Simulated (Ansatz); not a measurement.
# SnO₂: a line through an energy map

An exercise on one series of results from a longer session: the logs are not shown, and one member is left open.

Method: DFT PBE, scalar-relativistic, plane waves, PAW, in Ansatz 0.2.0.

18 further runs of the same task are left out: 18 set aside as unsound or not needed.

### The system as given

Symmetry: R-3m, No. 166, trigonal system. Conventional cell: a = 3.234 Å, b = 3.234 Å, c = 14.755 Å, α = 90.00°, β = 90.00°, γ = 120.00°. Sn (site symmetry -3m) is surrounded by 6 O at 2.12 Å. O (site symmetry 3m) is surrounded by 3 Sn at 2.12 Å.

As a file:

```cif
data_structure
_symmetry_space_group_name_H-M 'P 1'
_symmetry_Int_Tables_number 1
_cell_length_a 5.2607
_cell_length_b 5.2607
_cell_length_c 5.2607
_cell_angle_alpha 35.797
_cell_angle_beta 35.797
_cell_angle_gamma 35.797
_cell_volume 44.53
loop_
_atom_site_label
_atom_site_type_symbol
_atom_site_fract_x
_atom_site_fract_y
_atom_site_fract_z
_atom_site_occupancy
Sn1 Sn 0.50000 0.50000 0.50000 1
O1 O 0.23488 0.23488 0.23488 1
O2 O 0.76512 0.76512 0.76512 1
```

It goes back to an entry of the Materials Project, which need not be the stable form.

This cell was relaxed beforehand with the same method: volume 14.84 Å³/atom, gap on the mesh 2.02 eV.

### What is varied

Atoms count from 1 in the order of the input.

The energy is mapped over a free internal coordinate and the cell.

- shift of O2 along [0 0 1], its symmetry partners moved as symmetry demands (measured in the relaxed cell): 7 values from −0.255 to 0.255 Å
- volume per atom at fixed shape: 7 values from 13.657 to 16.032 Å³

Nothing else is relaxed (all other coordinates fixed). Energies count from the relaxed crystal. Points are written as (first, second).

The first run:

Contents of input.yaml:

```yaml
crystal:
  lattice:
    - [1.5874934052, 0.9165397449, 4.8292069647]
    - [-1.5874934052, 0.9165397449, 4.8292069647]
    - [0.0, -1.8330794897, 4.8292069648]
  atoms:
    - { symbol: Sn, position: [0.5, 0.5, 0.5] }
    - { symbol: O, position: [0.2233609734, 0.2233609734, 0.2233609734] }
    - { symbol: O, position: [0.7766390266, 0.7766390266, 0.7766390266] }
basis:
  ecutwfc: 520.0
kpoints:
  mp_grid: { grid: [12, 12, 12] }
hamiltonian:
  xc: pbe
  pseudopotentials: { kind: paw, azcp: { folder: soft_1 } }
scf:
  occupations: { method: gaussian, width: 0.05 }
output:
  forces: true
  stress: true
  eigenvalues: true
  write_density: true
  write_potential: true
  elf: true
  volumetric_format: npy
```

On the command line:

```bash
$ ansatz run input.yaml --threads 1 --pin off --max-ram 2048MiB --backend cpu --events-out ev --progress --plain --runs-dir out
```

Steps of the session up to this table: The run at (−0.170 Å, 14.053 Å³); Grid point (−0.170 Å, 14.845 Å³); Grid point (−0.170 Å, 15.241 Å³); Point (−0.170 Å, 15.637 Å³); The run at (−0.170 Å, 16.032 Å³).

One table of the session follows, with a row left open; its other results are not shown here.

| volume per atom at fixed shape (Å³) | energy (meV/atom) | slope (meV/atom per Å³) | pressure (GPa) | band gap on the k-mesh (eV) | largest force on an atom (eV/Å) |
| --- | --- | --- | --- | --- | --- |
| 13.657 | 317 | −216 | 34.7 | 2.96 | 3.93 |
| 14.053 | ? | ? | ? | ? | ? |
| 14.449 | 181 | −130 | 20.9 | 2.50 | 2.91 |
| 14.845 | 137 | −96 | 15.3 | 2.29 | 2.48 |
| 15.241 | 105 | −66 | 10.5 | 2.09 | 2.09 |
| 15.637 | 84 | −39 | 6.3 | 1.91 | 1.74 |
| 16.032 | 73 | −17 | 2.7 | 1.74 | 1.42 |

Q: Estimate the row for volume per atom at fixed shape (Å³) = 14.053 from the others.

Worked estimate for «energy (meV/atom)». A straight line through the neighbours (13.657, 317) and (14.449, 181) gives 317 + (181 − 317) × (14.053 − 13.657) / (14.449 − 13.657) = 249; a parabola fitted to 3 rows on both sides gives 241.

**Answer.** energy (meV/atom): 241; slope (meV/atom per Å³): −170; pressure (GPa): 27.3; band gap on the k-mesh (eV): 2.72; largest force on an atom (eV/Å): 3.39. In «energy (meV/atom)» the line misses by +8 and the parabola by +0.

Energies count from the relaxed crystal. Rows without a step come from runs not printed here or follow by symmetry. Slopes come from the forces (and the stress, where the cell changes), not from differences of energies.

What this shows: The energy is lowest at the end of the line, 16.032 Å³, so the minimum along this coordinate may lie outside the range. The highest point computed, at 13.657 Å³, lies 244 meV/atom above the lowest.
